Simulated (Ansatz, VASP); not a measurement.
# InP: VASP beside Ansatz

Wanted: the spread between two codes on one cell, functional and k mesh. The cell is taken from a series of runs on this material, whose earlier steps may have relaxed, scaled, displaced or heated it; both programs get it as it stands.

Method: plane waves, with VASP 6.6.1 beside it; LDA, in Ansatz 0.2.0.

## Step 1: Starting point

The structure is orthorhombic, space group Imm2 (No. 44). The conventional cell has a = 4.119 Å, b = 4.285 Å, c = 5.694 Å, α = 90.00°, β = 90.00°, γ = 90.00°. Nearest to P lie 4 In at 2.53 to 2.55 Å. In has 4 P at 2.53 to 2.55 Å nearest. Farther neighbours are not listed.

Structure file:

```xyz
2
Lattice="0.0586 2.9714 2.8468 2.9714 0.0586 2.8468 3.0300 3.0300 0.0000" Properties=species:S:1:pos:R:3 pbc="T T T"
P     4.5450    4.5450    4.2898
In    3.0300    3.0300    5.6741
```

## Step 2: VASP: zone-centre phonons, LDA

Second derivatives magnify differences that forces hide, and they need a tight electronic threshold.

Lines of VASP's logs that name or quote its potential files are left out, and so is its time.

INCAR

```
SYSTEM = InP
PREC = Accurate
ENCUT = 500
EDIFF = 1E-08
NELM = 120
ISMEAR = 0
SIGMA = 0.01
LREAL = .FALSE.
ALGO = Normal
GGA = CA
NBANDS = 15
LORBIT = 11
LWAVE = .FALSE.
LCHARG = .FALSE.
ISIF = 2
IBRION = 8
LASPH = .TRUE.
GGA_COMPAT = .FALSE.
EFERMI = MIDGAP
KPAR = 2
```

POSCAR

```
InP
1.0
    0.0585954203      2.9714348339      2.8468188096
    2.9714348339      0.0585954203      2.8468188096
    3.0300302543      3.0300302543      0.0000000001
P In
1 1
Direct
    0.7534303979      0.7534303979      0.7465696021
    0.9965696021      0.9965696021      0.0034303979
```

KPOINTS

```
Automatic mesh
0
Gamma
20 20 20
0 0 0
```

The projector-augmented-wave data sets are P and In_d (LDA family, release 64).

On the command line:

```console
$ mpirun -np 2 vasp_std
```

Numbers of over 12 decimals in the logs are rounded to 6 here.

Log:

```text
[banner, memory and clock lines left out]
running    2 mpi-ranks, on    1 nodes
 distrk:  each k-point on    1 cores,    2 groups
 distr:  one band on    1 cores,    1 groups

 POSCAR found type information on POSCAR P In
 POSCAR found :  2 types and       2 ions
 LDA part: xc-table for (Slater(with rela. corr.)+CA(PZ))
 , standard interpolation
 POSCAR, INCAR and KPOINTS ok, starting setup
 FFT: planning ... GRIDC
 FFT: planning ... GRID_SOFT
 FFT: planning ... GRID
 WAVECAR not read
 entering main loop
       N       E                     dE             d eps       ncg     rms          rms(c)
DAV:   1     0.110865646302E+03    0.11087E+03   -0.83233E+03 35243   0.130E+03
DAV:   2    -0.235834992155E+01   -0.11322E+03   -0.10868E+03 38172   0.306E+02
DAV:   3    -0.987752057737E+01   -0.75192E+01   -0.74780E+01 45564   0.795E+01
DAV:   4    -0.100801077690E+02   -0.20259E+00   -0.20251E+00 44106   0.142E+01
DAV:   5    -0.100901433849E+02   -0.10036E-01   -0.10035E-01 53455   0.273E+00    0.582E+00
DAV:   6    -0.970034798553E+01    0.38980E+00   -0.61327E-01 56226   0.134E+01    0.347E+00
DAV:   7    -0.965922739469E+01    0.41121E-01   -0.14870E-01 49812   0.321E+00    0.117E+00
DAV:   8    -0.965402810761E+01    0.51993E-02   -0.13343E-02 46635   0.140E+00    0.381E-01
DAV:   9    -0.965377979466E+01    0.24831E-03   -0.11315E-03 48208   0.404E-01    0.173E-01
DAV:  10    -0.965380848879E+01   -0.28694E-04   -0.14600E-04 55281   0.134E-01    0.108E-01
DAV:  11    -0.965381279338E+01   -0.43046E-05   -0.23873E-05 55235   0.738E-02    0.516E-02
DAV:  12    -0.965381048225E+01    0.23111E-05   -0.49848E-06 45935   0.243E-02    0.109E-02
DAV:  13    -0.965381046332E+01    0.18928E-07   -0.44141E-07 43877   0.400E-03    0.886E-03
DAV:  14    -0.965381045911E+01    0.42182E-08   -0.21262E-08 44217   0.176E-03
   1 F= -.96538105E+01 E0= -.96538105E+01  d E =-.575780-168
 Linear response reoptimize wavefunctions to high precision
DAV:   1    -0.965381044476E+01    0.14347E-07   -0.42358E-08 45326   0.245E-03
DAV:   2    -0.965381044504E+01   -0.28581E-09   -0.28657E-09 38235   0.338E-04
DAV:   3    -0.965381044505E+01   -0.59117E-11   -0.32868E-11 25099   0.548E-05
 Linear response DOF=           4
 Linear response progress:
  Degree of freedom:   1/  4
       N       E                     dE             d eps       ncg     rms          rms(c)
RMM:   1    -0.504626815017E-01   -0.50463E-01    0.33397E-02255848   0.182E+00
RMM:   2    -0.482678126878E-01    0.21949E-02   -0.29277E-04194655   0.651E-01    0.152E-01
RMM:   3    -0.488480039499E-01   -0.58019E-03   -0.15548E-03223075   0.277E-01    0.583E-02
RMM:   4    -0.490947831441E-01   -0.24678E-03   -0.19104E-04226613   0.105E-01    0.177E-02
RMM:   5    -0.491237486204E-01   -0.28965E-04   -0.18853E-05239066   0.330E-02    0.108E-02
RMM:   6    -0.491140974822E-01    0.96511E-05   -0.36080E-06234138   0.115E-02    0.394E-03
RMM:   7    -0.491143497662E-01   -0.25228E-06   -0.35840E-07234456   0.413E-03    0.178E-03
RMM:   8    -0.491171751834E-01   -0.28254E-05   -0.76387E-08238663   0.158E-03    0.440E-04
RMM:   9    -0.491172516557E-01   -0.76472E-07    0.37967E-07260253   0.538E-04    0.227E-04
RMM:  10    -0.491172785142E-01   -0.26858E-07    0.16917E-07243028   0.219E-04    0.643E-05
RMM:  11    -0.491173693053E-01   -0.90791E-07   -0.32275E-08252505   0.920E-05    0.362E-05
RMM:  12    -0.491173684674E-01    0.83790E-09    0.81958E-09249386   0.358E-05    0.196E-05
 first order change of Fermi-energy   0.78508E-04
 force on displaced ion       1 direction 1 :  -7.905   0.281  -0.000
 Linear response progress:
  Degree of freedom:   2/  4
       N       E                     dE             d eps       ncg     rms          rms(c)
RMM:   1    -0.501775301802E-01   -0.50178E-01    0.31827E-02 73646   0.180E+00
RMM:   2    -0.481376301508E-01    0.20399E-02   -0.69494E-04 57333   0.638E-01    0.145E-01
RMM:   3    -0.486473562826E-01   -0.50973E-03   -0.14919E-03 65335   0.270E-01    0.557E-02
RMM:   4    -0.488730695417E-01   -0.22571E-03   -0.17391E-04 65951   0.994E-02    0.179E-02
RMM:   5    -0.489099651218E-01   -0.36896E-04   -0.17652E-05 69023   0.319E-02    0.102E-02
RMM:   6    -0.489020392326E-01    0.79259E-05   -0.31762E-06 68041   0.107E-02    0.400E-03
RMM:   7    -0.489009054695E-01    0.11338E-05   -0.33713E-07 68261   0.391E-03    0.156E-03
RMM:   8    -0.489032959890E-01   -0.23905E-05   -0.41867E-08 66945   0.147E-03    0.454E-04
RMM:   9    -0.489035752442E-01   -0.27926E-06    0.69744E-07 75015   0.514E-04    0.200E-04
RMM:  10    -0.489035668523E-01    0.83919E-08    0.30251E-07 71368   0.210E-04    0.694E-05
RMM:  11    -0.489036041878E-01   -0.37335E-07   -0.12842E-07 73265   0.884E-05    0.211E-05
RMM:  12    -0.489036163411E-01   -0.12153E-07    0.51335E-10 71023   0.350E-05    0.935E-06
RMM:  13    -0.489036059716E-01    0.10369E-07   -0.17631E-08 71323   0.168E-05    0.645E-06
RMM:  14    -0.489036110610E-01   -0.50894E-08   -0.45196E-09 58893   0.947E-06    0.816E-06
 first order change of Fermi-energy  -0.72511E-01
 force on displaced ion       1 direction 3 :   0.000   0.000  -7.697
 Linear response progress:
  Degree of freedom:   3/  4
       N       E                     dE             d eps       ncg     rms          rms(c)
RMM:   1    -0.234751953543E+00   -0.23475E+00   -0.74291E-02161862   0.503E+00
RMM:   2    -0.237306274490E+00   -0.25543E-02   -0.14819E-02204913   0.109E+00    0.925E-02
RMM:   3    -0.237273064983E+00    0.33210E-04   -0.17025E-03225083   0.338E-01    0.481E-02
RMM:   4    -0.237083553753E+00    0.18951E-03   -0.17038E-04229281   0.117E-01    0.238E-02
RMM:   5    -0.237049774632E+00    0.33779E-04   -0.25409E-05236944   0.424E-02    0.849E-03
RMM:   6    -0.237055274910E+00   -0.55003E-05   -0.30532E-06240571   0.150E-02    0.236E-03
RMM:   7    -0.237067158459E+00   -0.11884E-04   -0.11644E-07244611   0.459E-03    0.784E-04
RMM:   8    -0.237065083097E+00    0.20754E-05    0.26474E-08240747   0.195E-03    0.348E-04
RMM:   9    -0.237063796388E+00    0.12867E-05    0.55212E-07245682   0.894E-04    0.808E-05
RMM:  10    -0.237064187151E+00   -0.39076E-06    0.52538E-07241631   0.425E-04    0.767E-05
RMM:  11    -0.237064197243E+00   -0.10092E-07    0.27261E-07257699   0.213E-04    0.555E-05
RMM:  12    -0.237064257316E+00   -0.60074E-07    0.17320E-07245806   0.123E-04    0.746E-05
RMM:  13    -0.237064182781E+00    0.74535E-07    0.10112E-07233083   0.810E-05    0.885E-05
RMM:  14    -0.237064326590E+00   -0.14381E-06    0.64342E-08228457   0.619E-05    0.135E-05
RMM:  15    -0.237064335569E+00   -0.89791E-08    0.31786E-08252229   0.388E-05    0.171E-05
 first order change of Fermi-energy  -0.10602E-04
 force on displaced ion       2 direction 1 :  -7.913   0.287  -0.002
 Linear response progress:
  Degree of freedom:   4/  4
       N       E                     dE             d eps       ncg     rms          rms(c)
RMM:   1    -0.234473181486E+00   -0.23447E+00   -0.68094E-02 47150   0.507E+00
RMM:   2    -0.237076425198E+00   -0.26032E-02   -0.14155E-02 59381   0.107E+00    0.888E-02
RMM:   3    -0.237037754649E+00    0.38671E-04   -0.16326E-03 65885   0.331E-01    0.456E-02
RMM:   4    -0.236836007368E+00    0.20175E-03   -0.15183E-04 66636   0.111E-01    0.226E-02
RMM:   5    -0.236790003179E+00    0.46004E-04   -0.23928E-05 68794   0.408E-02    0.816E-03
RMM:   6    -0.236791977134E+00   -0.19740E-05   -0.33771E-06 69479   0.139E-02    0.227E-03
RMM:   7    -0.236803744975E+00   -0.11768E-04   -0.35204E-07 69561   0.423E-03    0.805E-04
RMM:   8    -0.236802373336E+00    0.13716E-05   -0.10794E-09 69454   0.182E-03    0.337E-04
RMM:   9    -0.236801577810E+00    0.79553E-06   -0.14151E-08 71865   0.824E-04    0.964E-05
RMM:  10    -0.236801353188E+00    0.22462E-06    0.16475E-07 71909   0.356E-04    0.309E-05
RMM:  11    -0.236801452079E+00   -0.98890E-07    0.14175E-07 71121   0.182E-04    0.223E-05
RMM:  12    -0.236801451744E+00    0.33506E-09    0.97950E-08 76450   0.102E-04    0.234E-05
 first order change of Fermi-energy   0.73385E-01
 force on displaced ion       2 direction 3 :   0.000   0.000  -7.708
 Linear response finished
```

OUTCAR, selected parts (step 2):

```text
ion  position               nearest neighbor table
   1  0.753  0.753  0.747-   2 2.53   2 2.53   2 2.55   2 2.55
   2  0.997  0.997  0.003-   1 2.53   1 2.53   1 2.55   1 2.55

  LATTYP: Found a body centered orthorhombic cell.
 ALAT       =     4.1193770037
 B/A-ratio  =     1.0402325100
 C/A-ratio  =     1.3821598785

 Subroutine GETGRP returns: Found  4 space group operations
 (whereof  4 operations were pure point group operations)

The static configuration has the point symmetry C_2v.

 Found   1166 irreducible k-points:

   k-points           NKPTS =   1166   k-points in BZ     NKDIM =   1166   number of bands    NBANDS=     15

   dimension x,y,z NGX =    30 NGY =   30 NGZ =   32
   dimension x,y,z NGXF=    60 NGYF=   60 NGZF=   64

   ENCUT  =  500.0 eV  36.75 Ry    6.06 a.u.   7.50  7.50  7.81*2*pi/ulx,y,z

   NELECT =      18.0000    total number of electrons

 k-points in reciprocal lattice and weights: Automatic mesh
   0.00000000  0.00000000  0.00000000       0.000
   0.05000000  0.00000000  0.00000000       0.001
   0.10000000  0.00000000  0.00000000       0.001
   0.15000000  0.00000000  0.00000000       0.001
   0.20000000  0.00000000  0.00000000       0.001
   0.25000000  0.00000000  0.00000000       0.001
   0.30000000  0.00000000  0.00000000       0.001
   0.35000000 -0.00000000 -0.00000000       0.001
   0.40000000  0.00000000  0.00000000       0.001
[...]
0.25000000  0.25000000  0.50000000       0.000
  -0.25000000  0.25000000  0.50000000       0.000

 average (electrostatic) potential at core
       1 -83.9976       2 -95.2202

  Total       -0.5275678     -0.5275678      0.0037705     -0.5400170     -0.0000000     -0.0000000
  in kB      -16.8203694    -16.8203694      0.1202143    -17.2172847     -0.0000000     -0.0000000
  external PRESSURE =     -11.1735082 kB  Pullay stress =       0.0000000 kB

  energy-cutoff  :      500.00
  volume of cell :       50.25
      direct lattice vectors                 reciprocal lattice vectors
     0.058595420  2.971434834  2.846818810    -0.171653816  0.171653816  0.175634641
     2.971434834  0.058595420  2.846818810     0.171653816 -0.171653816  0.175634641
     3.030030254  3.030030254  0.000000000     0.165014854  0.165014854 -0.175634641

 POSITION                                       TOTAL-FORCE (eV/Angst)
 -----------------------------------------------------------------------------------
      4.54505      4.54505      4.28976         0.000000      0.000000     -0.000854
      3.03003      3.03003      5.67411        -0.000000     -0.000000      0.000854
 -----------------------------------------------------------------------------------
    total drift:                                0.000013      0.000013      0.000440

 Eigenvectors and eigenvalues of the dynamical matrix
 ----------------------------------------------------

   1 f  =    9.058155 THz    56.914064 2PiTHz  302.147514 cm-1    37.461500 meV
             X         Y         Z           dx          dy          dz
      4.545045  4.545045  4.289760     0.627397   -0.627397    0.000000
      3.030030  3.030030  5.674106    -0.326149    0.326149   -0.000000

   2 f  =    8.782965 THz    55.184994 2PiTHz  292.968162 cm-1    36.323406 meV
             X         Y         Z           dx          dy          dz
      4.545045  4.545045  4.289760    -0.000000   -0.000000    0.887306
      3.030030  3.030030  5.674106     0.000000    0.000000   -0.461181

   3 f  =    8.739875 THz    54.914253 2PiTHz  291.530844 cm-1    36.145202 meV
             X         Y         Z           dx          dy          dz
      4.545045  4.545045  4.289760    -0.627492   -0.627492   -0.000000
      3.030030  3.030030  5.674106     0.325965    0.325965    0.000000

   4 f/i=    0.000603 THz     0.003792 2PiTHz    0.020130 cm-1     0.002496 meV
             X         Y         Z           dx          dy          dz
      4.545045  4.545045  4.289760    -0.325965   -0.325965   -0.000000
      3.030030  3.030030  5.674106    -0.627492   -0.627492   -0.000000

   5 f/i=    0.002548 THz     0.016010 2PiTHz    0.084993 cm-1     0.010538 meV
             X         Y         Z           dx          dy          dz
      4.545045  4.545045  4.289760    -0.000000   -0.000000    0.461181
      3.030030  3.030030  5.674106    -0.000000   -0.000000    0.887306

   6 f/i=    0.003270 THz     0.020546 2PiTHz    0.109076 cm-1     0.013524 meV
             X         Y         Z           dx          dy          dz
      4.545045  4.545045  4.289760     0.326149   -0.326149    0.000000
      3.030030  3.030030  5.674106     0.627397   -0.627397    0.000000

 ELASTIC MODULI CONTR FROM IONIC RELAXATION (kBar)
 Direction    XX          YY          ZZ          XY          YZ          ZX
 --------------------------------------------------------------------------------
 XX          -2.4766     -2.4766     -3.7847     23.5452     -0.0000      0.0000
 YY          -2.4766     -2.4766     -3.7847     23.5452      0.0000     -0.0000
 ZZ          -3.7847     -3.7847     -5.7835     35.9806     -0.0000     -0.0000
 XY          23.5452     23.5452     35.9806   -223.8425     -0.0000     -0.0000
 YZ          -0.0000      0.0000     -0.0000     -0.0000   -226.7467     38.1679
 ZX           0.0000     -0.0000     -0.0000     -0.0000     38.1679   -211.0527
 --------------------------------------------------------------------------------
```

The gap is read on the k-mesh alone, so it is an upper bound where the band edges lie off the mesh. Energies printed during the response cycles are not total energies of the cell.

(Continued in part 2 of 2.)

[Lines on the potential files, build, host, timing and source positions are cut from VASP's logs without a mark.]

[Logs are printed without paths, hosts, clocks, repeated set-up lines and the standing remarks that a program may print on its own settings, such as how far it seeks lower states.]

[Hosts, paths, dates, database ids (printed as entryN), source tags and the programs' standing remarks are cut or masked in the printed files.]
